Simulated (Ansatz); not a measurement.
**Nudged elastic band run: Si7O16**

Input file:

```yaml
crystal:
  lattice:
    - [-4.152, -4.152, 0.0]
    - [4.152, -4.152, 0.0]
    - [0.0, 0.0, 5.318]
  atoms:
    - { symbol: Si, position: [0.49907383, 0.50017948, 0.00235827] }
    - { symbol: Si, position: [-0.00085915, 0.50015041, 0.25138719] }
    - { symbol: O, position: [0.192999, 0.50011086, 0.00313072] }
    - { symbol: O, position: [-0.0009419, 0.19874605, 0.25132469] }
    - { symbol: O, position: [0.80520351, 0.50012096, 0.00318248] }
    - { symbol: O, position: [-0.00089957, 0.80142562, 0.25132416] }
    - { symbol: Si, position: [0.49911941, 0.50014248, 0.50053134] }
    - { symbol: Si, position: [-0.00089369, 0.50009227, 0.75140113] }
    - { symbol: O, position: [0.19300496, 0.5000912, 0.49966257] }
    - { symbol: O, position: [-0.00097928, 0.19661948, 0.75139956] }
    - { symbol: O, position: [0.80523001, 0.50010578, 0.49962265] }
    - { symbol: O, position: [-0.00096201, 0.80356866, 0.75139401] }
    - { symbol: Si, position: [-0.00082489, 7.112e-05, -0.00108425] }
    - { symbol: Si, position: [0.49898307, 0.00020721, 0.2514515] }
    - { symbol: O, position: [0.70545682, 0.00020154, 0.0177771] }
    - { symbol: O, position: [0.49910882, 0.6944262, 0.25143501] }
    - { symbol: O, position: [0.29282745, 0.00023191, 0.0175509] }
    - { symbol: O, position: [0.49910654, 0.30592162, 0.25142273] }
    - { symbol: Si, position: [-0.00091638, 6.591e-05, 0.50382698] }
    - { symbol: O, position: [0.70540038, 0.00018299, 0.48515292] }
    - { symbol: O, position: [0.49915657, 0.68499114, 0.75142458] }
    - { symbol: O, position: [0.29269484, 0.00021552, 0.48518746] }
    - { symbol: O, position: [0.49915266, 0.31529511, 0.75144009] }
basis:
  ecutwfc: 420.0
kpoints:
  mp_grid: { grid: [2, 2, 2] }
hamiltonian:
  xc: pbesol
  pseudopotentials: { kind: paw, azcp: { folder: soft_1 } }
scf:
  occupations: { method: gaussian, width: 0.05 }
  lower_state_search: "off"
neb:
  images: 5
  f_tol: 0.03
  initial_path: idpp
  max_iterations: 80
  spring: { min: 2.0, max: 10.0 }
  final_atoms:
    - { symbol: Si, position: [0.5, 0.5, -0.00088127] }
    - { symbol: Si, position: [0.0, 0.5, 0.25] }
    - { symbol: O, position: [0.19388948, 0.5, -0.00179977] }
    - { symbol: O, position: [0.0, 0.19655153, 0.25] }
    - { symbol: O, position: [0.80611052, 0.5, -0.00179977] }
    - { symbol: O, position: [0.0, 0.80344847, 0.25] }
    - { symbol: Si, position: [0.5, 0.5, 0.50088127] }
    - { symbol: Si, position: [0.0, 0.5, 0.75] }
    - { symbol: O, position: [0.19388948, 0.5, 0.50179977] }
    - { symbol: O, position: [0.0, 0.19865892, 0.75] }
    - { symbol: O, position: [0.80611052, 0.5, 0.50179977] }
    - { symbol: O, position: [0.0, 0.80134108, 0.75] }
    - { symbol: Si, position: [0.0, 0.0, 0.0024936] }
    - { symbol: Si, position: [0.5, 0.0, 0.75] }
    - { symbol: O, position: [0.70633574, 0.0, -0.01623893] }
    - { symbol: O, position: [0.5, 0.68493741, 0.25] }
    - { symbol: O, position: [0.29366426, 0.0, -0.01623893] }
    - { symbol: O, position: [0.5, 0.31506259, 0.25] }
    - { symbol: Si, position: [0.0, 0.0, 0.4975064] }
    - { symbol: O, position: [0.70633574, 0.0, 0.51623893] }
    - { symbol: O, position: [0.5, 0.6942194, 0.75] }
    - { symbol: O, position: [0.29366426, 0.0, 0.51623893] }
    - { symbol: O, position: [0.5, 0.3057806, 0.75] }
  order_check: true
```

Launched with:

```bash
$ ansatz run input.yaml --threads 1 --pin off --max-ram 3072MiB --backend cpu --events-out ev --progress --plain --runs-dir out
```

Output, in part (warnings, iteration lines):

```
NEB end point (image 0): max|allowed force component| = 1.523e-2 eV/Å (the criterion of neb.relax_end_points is 1.000e-2)
NEB iter   1: max|band force component| = 7.645e0 eV/Å  barrier→ = 7.1327 eV  barrier← = 7.1327 eV  Δτ_max = 0.1500 Å  (88 SCF iters)
NEB iter   2: max|band force component| = 5.001e0 eV/Å  barrier→ = 6.5377 eV  barrier← = 6.5377 eV  Δτ_max = 0.1921 Å  (51 SCF iters)
NEB iter   3: max|band force component| = 1.113e1 eV/Å  barrier→ = 6.2234 eV  barrier← = 6.2234 eV  Δτ_max = 0.0925 Å  (55 SCF iters)
NEB iter   4: max|band force component| = 4.921e0 eV/Å  barrier→ = 5.2377 eV  barrier← = 5.2377 eV  Δτ_max = 0.0974 Å  (50 SCF iters)
NEB iter   5: max|band force component| = 4.757e0 eV/Å  barrier→ = 4.5843 eV  barrier← = 4.5844 eV  Δτ_max = 0.0968 Å  (52 SCF iters)
NEB iter   6: max|band force component| = 3.582e0 eV/Å  barrier→ = 4.2997 eV  barrier← = 4.2997 eV  Δτ_max = 0.0955 Å  (56 SCF iters)
NEB iter   7: max|band force component| = 3.356e0 eV/Å  barrier→ = 4.2532 eV  barrier← = 4.2532 eV  Δτ_max = 0.0986 Å  (55 SCF iters)
NEB iter   8: max|band force component| = 2.233e0 eV/Å  barrier→ = 4.2975 eV  barrier← = 4.2976 eV  Δτ_max = 0.0671 Å  (57 SCF iters)
[... lines left out ...]
```

The forces met the threshold. The band force fell under the threshold earlier too, but the program's further tests of the path sent the band on. The profile has 2 maxima (images 1, 4) with wells between them (image 2): this band takes more than one step, which may be the mechanism or a detour left from its start path. Neighbouring images differ by up to 3.9 eV, so the band resolves the path poorly. By the program's own check the climbing image is a first-order saddle point (lowest curvatures found: -12.91 and 1.40 eV/Å²). Limits of this set-up: coarse k mesh, PAW files made for another functional, no spin, though dangling bonds at a vacancy may carry it, a small cell, in which the defect meets its images.

Final band (atoms are numbered from 1 in the order of the input):

```tsv
image	path coordinate (Å)	energy (eV)	Si14–O16 (Å)	Si14–O18 (Å)	Si14–O21 (Å)
0	0.00	0.00	1.80	1.80	3.24
1	1.15	3.90	1.60	2.52	2.00
2	1.55	3.44	1.63	2.81	1.68
3	1.98	3.53	1.73	2.90	1.62
4	2.39	3.80	2.18	2.94	1.60
5	2.80	2.00	2.63	3.02	1.65
6	3.46	0.00	3.24	3.24	1.80
```

Time of the run: 20 min on 1 thread of Intel(R) Xeon(R) 6975P-C (Granite Rapids), with other jobs on the host, peak memory 0.82 GiB.
